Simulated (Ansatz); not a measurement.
input.yaml

```yaml
crystal:
  lattice:
    - [10.7, 0.0, 0.0]
    - [0.0, 11.0, 0.0]
    - [0.0, 0.0, 9.1]
  atoms:
    - { symbol: Nb, position: [0.396419845, 0.3914006633, 0.4964617855], spin: 1.2 }
    - { symbol: "N", position: [0.6082036989, 0.4068778059, 0.5180533348], spin: 0.4 }
    - { symbol: Nb, position: [0.5878876337, 0.6191475546, 0.5163076886], spin: 1.2 }
    - { symbol: "N", position: [0.4059396396, 0.6089441359, 0.5004384843], spin: 0.4 }
basis:
  ecutwfc: 420
kpoints:
  mp_grid: { grid: [1, 1, 1] }
hamiltonian:
  xc: pbe
scf:
  occupations: { method: gaussian, width: 0.05 }
output:
  forces: true
  eigenvalues: true
  populations: true
  write_density: true
  write_potential: true
  elf: true
  volumetric_format: npy
magnetization:
  spin_polarized: true
relax:
  adjacent_minimum: "off"
  f_tol: 0.03
  max_steps: 40
```

Command:
```bash
ansatz run input.yaml --threads 4 --pin off --max-ram 11264MiB --backend cpu --events-out ev --progress --plain --runs-dir out
```

Computed with Ansatz 0.2.0, DFT PBE, scalar-relativistic, plane waves, PAW.

From the run's log, abridged (iterations and final results):

```
SCF iter   1: F=—  HF=-9853.814364 eV  |F-HF|=—  |Δ(HF+E_count)|=         —  Δρ=2.13e-2 (↑1.33e-2 ↓2.13e-2) dr2=2.30e1  dr2_m=5.58e-1  M=2.662 μB ∫|m|=3.205 μB  β_m=0.30  ethr=3.10e-3  ⟨swp⟩=7.0  Hψ=208  notcnv=0
Mixer restart at iter 1: flushing history
spin=Collinear: Resta preconditioning applied to the charge; magnetization (m = ρ↑ − ρ↓) channel mixes plain (no charge-response kernel on spin).
SCF iter   2: F=—  HF=-9860.628998 eV  |F-HF|=—  |Δ(HF+E_count)|=    6.81e0  Δρ=9.41e-3 (↑7.66e-3 ↓9.41e-3) dr2=5.15e0  dr2_m=2.85e-1  M=3.299 μB ∫|m|=3.441 μB  β_m=0.40  ethr=3.10e-3  ⟨swp⟩=4.0  Hψ=136  notcnv=0  defer=1
SCF iter   3: F=—  HF=-9861.210599 eV  |F-HF|=—  |Δ(HF+E_count)|=   5.82e-1  Δρ=1.03e-2 (↑1.03e-2 ↓5.97e-3) dr2=2.45e0  dr2_m=2.17e-1  M=4.000 μB ∫|m|=4.528 μB  β_m=0.42  ethr=3.10e-3  ⟨swp⟩=3.5  Hψ=116  notcnv=0  defer=2
SCF iter   4: F=—  HF=-9861.782056 eV  |F-HF|=—  |Δ(HF+E_count)|=   5.71e-1  Δρ=6.61e-3 (↑6.61e-3 ↓4.63e-3) dr2=1.87e0  dr2_m=1.43e-1  M=4.000 μB ∫|m|=4.551 μB  β_m=0.35  ethr=3.10e-3  ⟨swp⟩=3.5  Hψ=99  notcnv=0  defer=3
SCF iter   5: F=—  HF=-9862.139055 eV  |F-HF|=—  |Δ(HF+E_count)|=   3.57e-1  Δρ=3.79e-3 (↑3.52e-3 ↓3.79e-3) dr2=3.32e-1  dr2_m=9.50e-2  M=4.000 μB ∫|m|=4.777 μB  β_m=0.44  ethr=3.10e-3  ⟨swp⟩=3.5  Hψ=110  notcnv=0  defer=3
SCF iter   6: F=—  HF=-9862.389551 eV  |F-HF|=—  |Δ(HF+E_count)|=   2.50e-1  Δρ=2.10e-3 (↑1.99e-3 ↓2.10e-3) dr2=6.29e-2  dr2_m=3.53e-2  M=4.000 μB ∫|m|=5.175 μB  β_m=0.46  ethr=9.21e-4  ⟨swp⟩=2.5  Hψ=82  notcnv=0  defer=4
SCF iter   7: F=—  HF=-9862.461633 eV  |F-HF|=—  |Δ(HF+E_count)|=         —  Δρ=2.51e-3 (↑2.51e-3 ↓1.35e-3) dr2=7.37e-2  dr2_m=3.15e-2  M=4.000 μB ∫|m|=5.560 μB  β_m=0.46  ethr=1.75e-4  ⟨swp⟩=3.5  Hψ=93  notcnv=0  defer=4
SCF iter   8: F=—  HF=-9862.475675 eV  |F-HF|=—  |Δ(HF+E_count)|=   1.40e-2  Δρ=1.24e-3 (↑1.13e-3 ↓1.24e-3) dr2=1.47e-2  dr2_m=1.15e-2  M=4.000 μB ∫|m|=5.706 μB  β_m=0.51  ethr=1.75e-4  ⟨swp⟩=2.5  Hψ=86  notcnv=0  defer=4
SCF iter   9: F=—  HF=-9862.481138 eV  |F-HF|=—  |Δ(HF+E_count)|=   5.46e-3  Δρ=1.23e-3 (↑1.23e-3 ↓6.81e-4) dr2=2.56e-2  dr2_m=6.91e-3  M=4.000 μB ∫|m|=5.792 μB  β_m=0.51  ethr=4.07e-5  ⟨swp⟩=3.0  Hψ=87  notcnv=0  defer=4
SCF iter  10: F=—  HF=-9862.483586 eV  |F-HF|=—  |Δ(HF+E_count)|=   2.45e-3  Δρ=6.39e-4 (↑6.39e-4 ↓1.69e-4) dr2=6.44e-3  dr2_m=1.38e-3  M=4.000 μB ∫|m|=5.906 μB  β_m=0.56  ethr=4.07e-5  ⟨swp⟩=2.0  Hψ=71  notcnv=0  defer=4
SCF iter  11: F=—  HF=-9862.485959 eV  |F-HF|=—  |Δ(HF+E_count)|=   2.37e-3  Δρ=1.48e-4 (↑1.48e-4 ↓8.75e-5) dr2=3.55e-4  dr2_m=1.04e-4  M=4.000 μB ∫|m|=5.958 μB  β_m=0.62  ethr=1.79e-5  ⟨swp⟩=2.0  Hψ=67  notcnv=0  defer=4
SCF iter  12: F=—  HF=-9866.593515 eV  |F-HF|=—  |Δ(HF+E_count)|=         —  Δρ=1.75e-2 (↑1.70e-2 ↓1.75e-2) dr2=1.40e-1  dr2_m=2.87e0  M=0.000 μB ∫|m|=5.408 μB  β_m=1.00  ethr=9.87e-7  ⟨swp⟩=3.0  Hψ=90  notcnv=0  defer=4  κ⁻¹=9.2e-5(r=7)
SCF iter  13: F=—  HF=-9862.130628 eV  |F-HF|=—  |Δ(HF+E_count)|=    4.46e0  Δρ=5.50e-3 (↑3.26e-3 ↓5.50e-3) dr2=4.70e-1  dr2_m=1.13e-1  M=0.525 μB ∫|m|=4.784 μB  β_m=0.62  ethr=1.39e-4  ⟨swp⟩=4.5  Hψ=167  notcnv=0  defer=5
SCF iter  14: F=—  HF=-9862.089611 eV  |F-HF|=—  |Δ(HF+E_count)|=   4.10e-2  Δρ=1.73e-3 (↑1.69e-3 ↓1.73e-3) dr2=7.67e-2  dr2_m=1.67e-2  M=0.302 μB ∫|m|=4.924 μB  β_m=0.62  ethr=1.39e-4  ⟨swp⟩=3.5  Hψ=120  notcnv=0  defer=3
SCF iter  15: F=—  HF=-9862.111156 eV  |F-HF|=—  |Δ(HF+E_count)|=   2.15e-2  Δρ=1.21e-3 (↑1.13e-3 ↓1.21e-3) dr2=1.74e-2  dr2_m=9.86e-3  M=0.178 μB ∫|m|=5.081 μB  β_m=0.72  ethr=1.39e-4  ⟨swp⟩=2.5  Hψ=89  notcnv=0  defer=3
SCF iter  16: F=—  HF=-9862.121269 eV  |F-HF|=—  |Δ(HF+E_count)|=         —  Δρ=6.24e-4 (↑6.24e-4 ↓6.24e-4) dr2=4.50e-3  dr2_m=2.81e-3  M=0.137 μB ∫|m|=5.164 μB  ethr=4.84e-5  ⟨swp⟩=3.5  Hψ=111  notcnv=0  defer=2
Mixer restart at iter 16: flushing history
SCF iter  17: F=—  HF=-9862.486082 eV  |F-HF|=—  |Δ(HF+E_count)|=         —  Δρ=5.05e-5 (↑5.05e-5 ↓2.39e-5) dr2=2.98e-5  dr2_m=1.16e-5  M=4.000 μB ∫|m|=5.971 μB  β_m=0.72  ethr=9.87e-7  ⟨swp⟩=9.5  Hψ=171  notcnv=0
SCF iter  18: F=—  HF=-9862.486078 eV  |F-HF|=—  |Δ(HF+E_count)|=   4.98e-6  Δρ=4.56e-5 (↑4.56e-5 ↓4.37e-5) dr2=1.34e-4  dr2_m=6.49e-6  M=4.000 μB ∫|m|=5.973 μB  β_m=0.72  ethr=8.29e-8  ⟨swp⟩=3.0  Hψ=108  notcnv=0
SCF iter  19: F=—  HF=-9862.486093 eV  |F-HF|=—  |Δ(HF+E_count)|=   1.55e-5  Δρ=2.24e-5 (↑2.24e-5 ↓1.53e-5) dr2=1.73e-5  dr2_m=2.22e-6  M=4.000 μB ∫|m|=5.974 μB  β_m=0.65  ethr=8.29e-8  ⟨swp⟩=2.0  Hψ=68  notcnv=0
SCF iter  20: F=—  HF=-9862.486088 eV  |F-HF|=—  |Δ(HF+E_count)|=   4.55e-6  Δρ=2.69e-5 (↑2.69e-5 ↓1.12e-5) dr2=2.59e-5  dr2_m=1.53e-6  M=4.000 μB ∫|m|=5.975 μB  β_m=0.50  ethr=4.81e-8  ⟨swp⟩=2.5  Hψ=77  notcnv=0
SCF iter  21: F=—  HF=-9862.486094 eV  |F-HF|=—  |Δ(HF+E_count)|=   5.78e-6  Δρ=9.59e-6 (↑9.59e-6 ↓9.26e-6) dr2=3.41e-6  dr2_m=5.30e-7  M=4.000 μB ∫|m|=5.975 μB  β_m=0.43  ethr=4.81e-8  ⟨swp⟩=2.0  Hψ=66  notcnv=0
SCF iter  22: F=-9862.486093 eV  HF=-9862.486094 eV  |F-HF|=6.87e-7  |Δ(HF+E_count)|=   1.78e-7  Δρ=6.00e-6 (↑6.00e-6 ↓4.80e-6) dr2=9.27e-7  dr2_m=1.79e-7  M=4.000 μB ∫|m|=5.976 μB  ethr=9.48e-9  ⟨swp⟩=9.5  Hψ=326  notcnv=0
SCF 1 converged in 22 iterations: F = -9862.486093 eV  dr2 = 9.27e-7
relax step   1: F+E_penalty+E_count = -9862.48609333 eV  Δ(F+E_penalty+E_count) = +0.000e0 eV  max|allowed force component| = 5.063e0 eV/Å  Δτ_max = 0.0000 Å  (22 SCF iters, dr2 threshold 2.25e-5 eV, accepted)
Initial density: handed on by an earlier stage of this run
Starting moments: Σ|m| = 3.2 μB on 4 of 4 sites; this step starts from the density that it was given
Initial wavefunctions: those handed on with the density
SCF iter   1: F=—  HF=-9864.895041 eV  |F-HF|=—  |Δ(HF+E_count)|=         —  Δρ=5.90e-3 (↑5.90e-3 ↓5.68e-3) dr2=5.42e-1  dr2_m=1.56e-1  M=4.000 μB ∫|m|=5.278 μB  β_m=0.30  ethr=1.54e-3  ⟨swp⟩=1.0  Hψ=246  notcnv=0
spin=Collinear: Resta preconditioning applied to the charge; magnetization (m = ρ↑ − ρ↓) channel mixes plain (no charge-response kernel on spin).
SCF iter   2: F=—  HF=-9865.316871 eV  |F-HF|=—  |Δ(HF+E_count)|=   4.22e-1  Δρ=3.83e-3 (↑3.83e-3 ↓3.81e-3) dr2=1.41e-1  dr2_m=8.92e-2  M=4.000 μB ∫|m|=5.257 μB  β_m=0.47  ethr=1.51e-3  ⟨swp⟩=2.5  Hψ=75  notcnv=0  defer=3
SCF iter   3: F=—  HF=-9865.538941 eV  |F-HF|=—  |Δ(HF+E_count)|=   2.22e-1  Δρ=2.11e-3 (↑2.11e-3 ↓1.33e-3) dr2=4.50e-2  dr2_m=2.07e-2  M=4.000 μB ∫|m|=5.108 μB  β_m=0.48  ethr=3.90e-4  ⟨swp⟩=4.0  Hψ=91  notcnv=0  defer=3
SCF iter   4: F=—  HF=-9865.608027 eV  |F-HF|=—  |Δ(HF+E_count)|=   6.91e-2  Δρ=9.12e-4 (↑9.12e-4 ↓7.45e-4) dr2=8.19e-3  dr2_m=5.41e-3  M=4.000 μB ∫|m|=5.061 μB  β_m=0.56  ethr=1.25e-4  ⟨swp⟩=3.5  Hψ=94  notcnv=0  defer=3
SCF iter   5: F=—  HF=-9865.616155 eV  |F-HF|=—  |Δ(HF+E_count)|=   8.13e-3  Δρ=4.94e-4 (↑3.76e-4 ↓4.94e-4) dr2=5.11e-3  dr2_m=1.22e-3  M=4.000 μB ∫|m|=5.008 μB  β_m=0.57  ethr=2.27e-5  ⟨swp⟩=3.0  Hψ=86  notcnv=0  defer=4
SCF iter   6: F=—  HF=-9865.618357 eV  |F-HF|=—  |Δ(HF+E_count)|=   2.20e-3  Δρ=2.87e-4 (↑2.87e-4 ↓1.20e-4) dr2=7.93e-4  dr2_m=3.48e-4  M=4.000 μB ∫|m|=4.977 μB  β_m=0.57  ethr=1.42e-5  ⟨swp⟩=2.0  Hψ=70  notcnv=0  defer=4
   ...
SCF 3 converged in 7 iterations: F = -9866.544860 eV  dr2 = 5.46e-5
relax step   3: F+E_penalty+E_count = -9866.54485961 eV  Δ(F+E_penalty+E_count) = -9.263e-1 eV  max|allowed force component| = 2.140e0 eV/Å  Δτ_max = 0.1949 Å  (7 SCF iters, dr2 threshold 1.00e-4 eV, accepted)
SCF iter   1: F=—  HF=-9866.565198 eV  |F-HF|=—  |Δ(HF+E_count)|=         —  Δρ=3.41e-3 (↑3.41e-3 ↓3.05e-3) dr2=1.92e-1  dr2_m=3.82e-2  M=4.000 μB ∫|m|=4.682 μB  β_m=0.30  ethr=5.35e-4  ⟨swp⟩=1.0  Hψ=241  notcnv=0  defer=2
spin=Collinear: Resta preconditioning applied to the charge; magnetization (m = ρ↑ − ρ↓) channel mixes plain (no charge-response kernel on spin).
SCF iter   2: F=—  HF=-9866.574799 eV  |F-HF|=—  |Δ(HF+E_count)|=   9.60e-3  Δρ=2.40e-3 (↑2.40e-3 ↓2.01e-3) dr2=6.84e-2  dr2_m=2.06e-2  M=4.000 μB ∫|m|=4.689 μB  β_m=0.54  ethr=5.33e-4  ⟨swp⟩=2.0  Hψ=66  notcnv=0  defer=2
SCF iter   3: F=—  HF=-9866.601119 eV  |F-HF|=—  |Δ(HF+E_count)|=   2.63e-2  Δρ=8.58e-4 (↑8.58e-4 ↓4.45e-4) dr2=1.47e-2  dr2_m=2.19e-3  M=4.000 μB ∫|m|=4.708 μB  β_m=0.52  ethr=1.90e-4  ⟨swp⟩=2.5  Hψ=82  notcnv=0  defer=2
SCF iter   4: F=—  HF=-9866.606104 eV  |F-HF|=—  |Δ(HF+E_count)|=   4.98e-3  Δρ=4.42e-4 (↑4.42e-4 ↓2.36e-4) dr2=3.92e-3  dr2_m=6.31e-4  M=4.000 μB ∫|m|=4.707 μB  β_m=0.53  ethr=4.08e-5  ⟨swp⟩=2.0  Hψ=75  notcnv=0  defer=2
SCF iter   5: F=—  HF=-9866.607273 eV  |F-HF|=—  |Δ(HF+E_count)|=   1.17e-3  Δρ=2.16e-4 (↑2.16e-4 ↓1.31e-4) dr2=1.04e-3  dr2_m=1.38e-4  M=4.000 μB ∫|m|=4.710 μB  β_m=0.50  ethr=1.09e-5  ⟨swp⟩=2.0  Hψ=68  notcnv=0  defer=2
SCF iter   6: F=—  HF=-9866.607668 eV  |F-HF|=—  |Δ(HF+E_count)|=   3.95e-4  Δρ=9.11e-5 (↑9.11e-5 ↓4.30e-5) dr2=1.89e-4  dr2_m=2.50e-5  M=4.000 μB ∫|m|=4.713 μB  β_m=0.51  ethr=2.88e-6  ⟨swp⟩=2.0  Hψ=66  notcnv=0  defer=2
SCF iter   7: F=—  HF=-9866.607738 eV  |F-HF|=—  |Δ(HF+E_count)|=   7.00e-5  Δρ=3.22e-5 (↑3.22e-5 ↓1.91e-5) dr2=1.66e-5  dr2_m=3.12e-6  M=4.000 μB ∫|m|=4.714 μB  β_m=0.61  ethr=5.25e-7  ⟨swp⟩=2.0  Hψ=63  notcnv=0  defer=2
SCF iter   8: F=-9866.607762 eV  HF=-9866.607761 eV  |F-HF|=1.06e-6  |Δ(HF+E_count)|=   2.31e-5  Δρ=1.26e-5 (↑1.26e-5 ↓8.84e-6) dr2=3.66e-6  dr2_m=4.77e-7  M=4.000 μB ∫|m|=4.714 μB  ethr=4.60e-8  ⟨swp⟩=14.0  Hψ=434  notcnv=0
the starting moments were not kept: 2 of 4 ended reversed and 2 kept their direction, counting a site from 0.1 of the cell's largest site moment. The largest reversed, site 3 (counted from 0, in the order of the report's site_moments_mub), started with +0.4 μB and closes at -1.5e-1 μB in its sphere.
SCF 4 converged in 8 iterations: F = -9866.607762 eV  dr2 = 3.66e-6
relax step   4: F+E_penalty+E_count = -9866.60776218 eV  Δ(F+E_penalty+E_count) = -6.290e-2 eV  max|allowed force component| = 9.245e-1 eV/Å  Δτ_max = 0.0965 Å  (8 SCF iters, dr2 threshold 1.00e-4 eV, accepted)
SCF iter   1: F=—  HF=-9866.694367 eV  |F-HF|=—  |Δ(HF+E_count)|=         —  Δρ=1.21e-3 (↑1.21e-3 ↓1.13e-3) dr2=2.32e-2  dr2_m=4.75e-3  M=4.000 μB ∫|m|=4.705 μB  β_m=0.30  ethr=1.42e-3  ⟨swp⟩=4.0  Hψ=136  notcnv=0  defer=2
spin=Collinear: Resta preconditioning applied to the charge; magnetization (m = ρ↑ − ρ↓) channel mixes plain (no charge-response kernel on spin).
SCF iter   2: F=—  HF=-9866.695411 eV  |F-HF|=—  |Δ(HF+E_count)|=   1.04e-3  Δρ=8.68e-4 (↑8.68e-4 ↓7.89e-4) dr2=8.04e-3  dr2_m=2.73e-3  M=4.000 μB ∫|m|=4.706 μB  β_m=0.53  ethr=6.44e-5  ⟨swp⟩=2.0  Hψ=81  notcnv=0  defer=2
SCF iter   3: F=—  HF=-9866.700957 eV  |F-HF|=—  |Δ(HF+E_count)|=   5.55e-3  Δρ=3.07e-4 (↑3.07e-4 ↓2.55e-4) dr2=1.99e-3  dr2_m=3.12e-4  M=4.000 μB ∫|m|=4.705 μB  β_m=0.51  ethr=2.23e-5  ⟨swp⟩=2.5  Hψ=84  notcnv=0  defer=2
SCF iter   4: F=—  HF=-9866.701423 eV  |F-HF|=—  |Δ(HF+E_count)|=   4.66e-4  Δρ=1.45e-4 (↑1.45e-4 ↓1.04e-4) dr2=2.03e-4  dr2_m=9.13e-5  M=4.000 μB ∫|m|=4.708 μB  β_m=0.55  ethr=5.52e-6  ⟨swp⟩=2.0  Hψ=70  notcnv=0  defer=2
SCF iter   5: F=—  HF=-9866.701853 eV  |F-HF|=—  |Δ(HF+E_count)|=   4.30e-4  Δρ=4.88e-5 (↑4.88e-5 ↓3.19e-5) dr2=1.57e-5  dr2_m=1.26e-5  M=4.000 μB ∫|m|=4.708 μB  β_m=0.70  ethr=5.65e-7  ⟨swp⟩=2.0  Hψ=70  notcnv=0  defer=2
SCF iter   6: F=-9866.701911 eV  HF=-9866.701913 eV  |F-HF|=1.81e-6  |Δ(HF+E_count)|=   5.93e-5  Δρ=1.97e-5 (↑1.97e-5 ↓7.72e-6) dr2=7.70e-6  dr2_m=1.13e-6  M=4.000 μB ∫|m|=4.709 μB  ethr=4.37e-8  ⟨swp⟩=15.0  Hψ=435  notcnv=0
the starting moments were not kept: 2 of 4 ended reversed and 2 kept their direction, counting a site from 0.1 of the cell's largest site moment. The largest reversed, site 3 (counted from 0, in the order of the report's site_moments_mub), started with +0.4 μB and closes at -1.5e-1 μB in its sphere.
SCF 5 converged in 6 iterations: F = -9866.701911 eV  dr2 = 7.70e-6
relax step   5: F+E_penalty+E_count = -9866.70191086 eV  Δ(F+E_penalty+E_count) = -9.415e-2 eV  max|allowed force component| = 4.805e-2 eV/Å  Δτ_max = 0.0461 Å  (6 SCF iters, dr2 threshold 1.00e-4 eV, accepted)
SCF iter   1: F=—  HF=-9866.701910 eV  |F-HF|=—  |Δ(HF+E_count)|=         —  Δρ=1.67e-5 (↑1.67e-5 ↓7.88e-6) dr2=4.18e-6  dr2_m=9.17e-7  M=4.000 μB ∫|m|=4.709 μB  β_m=0.65  ethr=1.16e-8  ⟨swp⟩=1.0  Hψ=144  notcnv=0
spin=Collinear: Resta preconditioning applied to the charge; magnetization (m = ρ↑ − ρ↓) channel mixes plain (no charge-response kernel on spin).
SCF iter   2: F=—  HF=-9866.701912 eV  |F-HF|=—  |Δ(HF+E_count)|=   1.91e-6  Δρ=1.26e-5 (↑1.26e-5 ↓6.94e-6) dr2=3.77e-6  dr2_m=3.36e-7  M=4.000 μB ∫|m|=4.709 μB  β_m=0.45  ethr=1.16e-8  ⟨swp⟩=2.0  Hψ=68  notcnv=0
SCF iter   3: F=—  HF=-9866.701914 eV  |F-HF|=—  |Δ(HF+E_count)|=   1.76e-6  Δρ=9.36e-6 (↑9.36e-6 ↓4.27e-6) dr2=1.16e-6  dr2_m=2.76e-7  M=4.000 μB ∫|m|=4.709 μB  β_m=0.52  ethr=1.05e-8  ⟨swp⟩=2.0  Hψ=64  notcnv=0
SCF iter   4: F=—  HF=-9866.701915 eV  |F-HF|=—  |Δ(HF+E_count)|=   1.27e-6  Δρ=5.97e-6 (↑5.97e-6 ↓1.94e-6) dr2=4.08e-7  dr2_m=1.05e-7  M=4.000 μB ∫|m|=4.710 μB  β_m=0.55  ethr=3.23e-9  ⟨swp⟩=2.5  Hψ=72  notcnv=0
SCF iter   5: F=—  HF=-9866.701916 eV  |F-HF|=—  |Δ(HF+E_count)|=   5.14e-7  Δρ=3.35e-6 (↑3.35e-6 ↓1.16e-6) dr2=1.39e-7  dr2_m=2.79e-8  M=4.000 μB ∫|m|=4.710 μB  β_m=0.63  ethr=1.13e-9  ⟨swp⟩=2.0  Hψ=80  notcnv=0
SCF iter   6: F=—  HF=-9866.701916 eV  |F-HF|=—  |Δ(HF+E_count)|=   1.53e-7  Δρ=2.62e-6 (↑2.62e-6 ↓8.60e-7) dr2=1.43e-7  dr2_m=1.46e-8  M=4.000 μB ∫|m|=4.710 μB  β_m=0.71  ethr=3.85e-10  ⟨swp⟩=2.0  Hψ=74  notcnv=0
SCF iter   7: F=-9866.701916 eV  HF=-9866.701916 eV  |F-HF|=4.21e-8  |Δ(HF+E_count)|=   8.33e-8  Δρ=1.23e-6 (↑1.23e-6 ↓5.72e-7) dr2=6.11e-8  dr2_m=3.42e-9  M=4.000 μB ∫|m|=4.710 μB  ethr=2.78e-10  ⟨swp⟩=8.0  Hψ=314  notcnv=0
the starting moments were not kept: 2 of 4 ended reversed and 2 kept their direction, counting a site from 0.1 of the cell's largest site moment. The largest reversed, site 1 (counted from 0, in the order of the report's site_moments_mub), started with +0.4 μB and closes at -1.5e-1 μB in its sphere.
SCF 6 converged in 7 iterations: F = -9866.701916 eV  dr2 = 6.11e-8
relax step   6: F+E_penalty+E_count = -9866.70191604 eV  Δ(F+E_penalty+E_count) = -5.187e-6 eV  max|allowed force component| = 4.771e-2 eV/Å  Δτ_max = 0.0000 Å  (7 SCF iters, accepted)
SCF iter   1: F=—  HF=-9866.701901 eV  |F-HF|=—  |Δ(HF+E_count)|=         —  Δρ=4.92e-5 (↑4.92e-5 ↓3.85e-5) dr2=3.51e-5  dr2_m=7.08e-6  M=4.000 μB ∫|m|=4.709 μB  β_m=0.65  ethr=4.28e-7  ⟨swp⟩=2.0  Hψ=100  notcnv=0
spin=Collinear: Resta preconditioning applied to the charge; magnetization (m = ρ↑ − ρ↓) channel mixes plain (no charge-response kernel on spin).
SCF iter   2: F=—  HF=-9866.701964 eV  |F-HF|=—  |Δ(HF+E_count)|=   6.23e-5  Δρ=1.94e-5 (↑1.94e-5 ↓1.72e-5) dr2=9.01e-6  dr2_m=1.08e-6  M=4.000 μB ∫|m|=4.709 μB  β_m=0.49  ethr=9.74e-8  ⟨swp⟩=2.0  Hψ=84  notcnv=0
SCF iter   3: F=—  HF=-9866.701977 eV  |F-HF|=—  |Δ(HF+E_count)|=   1.33e-5  Δρ=1.31e-5 (↑1.31e-5 ↓9.42e-6) dr2=3.03e-6  dr2_m=5.09e-7  M=4.000 μB ∫|m|=4.709 μB  β_m=0.48  ethr=2.50e-8  ⟨swp⟩=2.0  Hψ=68  notcnv=0
SCF iter   4: F=—  HF=-9866.701979 eV  |F-HF|=—  |Δ(HF+E_count)|=   2.46e-6  Δρ=6.38e-6 (↑6.38e-6 ↓4.13e-6) dr2=3.57e-7  dr2_m=1.60e-7  M=4.000 μB ∫|m|=4.709 μB  β_m=0.58  ethr=8.41e-9  ⟨swp⟩=2.0  Hψ=67  notcnv=0
SCF iter   5: F=—  HF=-9866.701981 eV  |F-HF|=—  |Δ(HF+E_count)|=   1.51e-6  Δρ=3.46e-6 (↑3.46e-6 ↓1.40e-6) dr2=1.41e-7  dr2_m=4.04e-8  M=4.000 μB ∫|m|=4.709 μB  β_m=0.76  ethr=9.92e-10  ⟨swp⟩=2.5  Hψ=76  notcnv=0
SCF iter   6: F=—  HF=-9866.701981 eV  |F-HF|=—  |Δ(HF+E_count)|=   3.05e-7  Δρ=1.14e-6 (↑1.14e-6 ↓5.11e-7) dr2=2.62e-8  dr2_m=3.15e-9  M=4.000 μB ∫|m|=4.709 μB  β_m=0.80  ethr=3.91e-10  ⟨swp⟩=2.0  Hψ=80  notcnv=0
SCF iter   7: F=-9866.701981 eV  HF=-9866.701981 eV  |F-HF|=5.27e-8  |Δ(HF+E_count)|=   2.43e-8  Δρ=1.02e-6 (↑1.02e-6 ↓8.92e-7) dr2=6.06e-8  dr2_m=4.04e-10  M=4.000 μB ∫|m|=4.709 μB  ethr=7.29e-11  ⟨swp⟩=8.5  Hψ=298  notcnv=0
the starting moments were not kept: 2 of 4 ended reversed and 2 kept their direction, counting a site from 0.1 of the cell's largest site moment. The largest reversed, site 3 (counted from 0, in the order of the report's site_moments_mub), started with +0.4 μB and closes at -1.5e-1 μB in its sphere.
SCF 7 converged in 7 iterations: F = -9866.701981 eV  dr2 = 6.06e-8
relax step   7: F+E_penalty+E_count = -9866.70198109 eV  Δ(F+E_penalty+E_count) = -6.504e-5 eV  max|allowed force component| = 4.618e-3 eV/Å  Δτ_max = 0.0015 Å  (7 SCF iters, accepted)
WARN: The output density's exchange-correlation potential varies sharply where the density is thin. Do not read a vacuum level from v_tot or v_xc, or from such a field of the output density. On a cell that repeats whose density bears no net charge and no dipole along the vacuum's axis use v_es (v_loc + v_h of the components); under efield.dipole_correction with no amplitude use v_es + v_field, which holds any external_charges[].barrier, or the levels of the report's work_function block, which leave it out; under a non-zero efield.amplitude the vacuum is tilted and has no level; on a cell that repeats and bears such a dipole with no correction it is tilted too, and efield.dipole_correction wi ...
SCF converged after 7 iterations
Magnetization: 4.0000 μB (20.0000 up, 16.0000 down)
Absolute magnetization: 4.7088 μB (∫|ρ↑−ρ↓|, with the PAW one-centre terms)
Spin contamination: 0.0488 ħ² per cell (⟨S²⟩ above its minimum at these occupations)
Per-site moments (μB) at R_I (Å): [(0.61099897, 0.77263577), (-0.14703873, 0.77263577), (0.61099992, 0.77263795), (-0.14704464, 0.77263795)]
Free energy (F): -9866.701981 eV
Harris-Foulkes:  -9866.701981 eV  (|F-HF|=5.27e-8)
Internal energy: -9866.701981 eV  (E = F + TS)
E sigma→0 (E₀):  -9866.701981 eV
Fermi energy:    -2.135114 eV
--- Per-component energies (eV) ---
  E_band       = -792.303183
  E_kinetic    = 1043.679674
  E_local      = -8431.151228  (includes V_loc(G=0)·N_el)
  E_nonlocal   = 339.369579
  E_hartree    = 3539.769167
  E_xc         = -464.221903
  E_vxc        = -568.725014  (∫ρ·V_xc dr)
  E_paw        = -6402.504305  (= ΣΔE_a)
  E_vpaw       = -255.016479  (= ΣTr[D̂ρ^β])
  E_aug_tail   = 0.000201  (compensation charges beyond the density's cutoff)
  E_ewald      = 508.356834
  E_smearing   =  0.000000  (= −TS)
--- Forces (eV/Å), atoms counted from 1 ---
  atom   1  Nb    -0.00379087    -0.00224669    -0.00139164
  atom   2  N      0.00197551    -0.00465824    -0.00051922
  atom   3  Nb     0.00379346     0.00226102     0.00147173
  atom   4  N     -0.00181853     0.00448376     0.00042405
--- Band table (eV) ---
  k-point 0 ↑: bands = ["-58.2295", "-58.1349", "-35.1557", "-34.5889", "-34.3933", "-34.3589", "-34.2834", "-34.2786", "-16.1755", "-16.0342", "-7.1657", "-6.8203", "-6.7329", "-6.5720", "-5.9898", "-5.5212", "-3.5552", "-2.8530", "-2.6768", "-2.4078", "-1.8624", "-1.8043", "-1.5778", "-0.7560"]
  k-point 0 ↓: bands = ["-57.3881", "-57.2893", "-34.4800", "-33.7718", "-33.5627", "-33.5559", "-32.9963", "-32.9127", "-16.3375", "-16.1987", "-7.0487", "-6.5826", "-6.5264", "-6.4325", "-5.7599", "-5.5326", "-1.8409", "-1.1756", "-1.1631", "-0.8588", "-0.8278", "-0.7098", "-0.4885", "-0.2281"]
--- Relaxed structure (7 steps of the walk, 7 accepted, 0 SCFs on fresh bases) ---
  F+E_penalty+E_count = -9866.70198109 eV   max|allowed force component| = 4.618e-3 eV/Å
  atoms:
    - { symbol: Nb, position: [0.41294512, 0.41328908, 0.49889307] }
    - { symbol: N, position: [0.58662474, 0.42961607, 0.51539087] }
    - { symbol: Nb, position: [0.58628065, 0.59989565, 0.51673625] }
    - { symbol: N, position: [0.41260028, 0.58356934, 0.50024108] }
--- Löwdin populations: 4 sites ---
  site symbol q [e]    m [muB]
     0     Nb     12.4321     2.1952
     1      N      5.4517    -0.2241
     2     Nb     12.4321     2.1952
     3      N      5.4516    -0.2241
  spilling = 0.006458 (of n_electrons = 36.000000)
```

The relaxation met its thresholds.

Time: 21 s on 4 threads of Arm Neoverse V1, with other jobs on the host, peak memory 0.86 GiB.